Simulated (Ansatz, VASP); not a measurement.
# Two plane-wave programs on Ca

```
CELL_PARAMETERS angstrom
0.00000 4.53649 4.53649
4.53649 0.00000 4.53649
4.53649 4.53649 0.00000
ATOMIC_POSITIONS crystal
Ca 0.12500 0.12500 0.12500
Ca 0.87500 0.87500 0.87500
```

Alike in both runs: task single point; functional revPBE; k mesh 7 × 7 × 7; occupations fermi-dirac, width 0.1 eV; no spin polarisation.

|  | VASP | Ansatz |
| --- | --- | --- |
| version | VASP 6.6.1 | Ansatz 0.2.0 |
| potentials or method | VASP PAW PBE potentials, release 64 (Ca_sv) | plane waves (420 eV) with PAW, scalar-relativistic |
| plane-wave cutoff (eV) | 520 | 420 |
| valence electrons in the cell | 20 | 20 |

```csv
,VASP,Ansatz,Ansatz less VASP
pressure (GPa),-0.3,-0.3,+0.01
```

Caveats: the PAW data sets were made with another functional, which shifts forces and pressure a little (VASP).
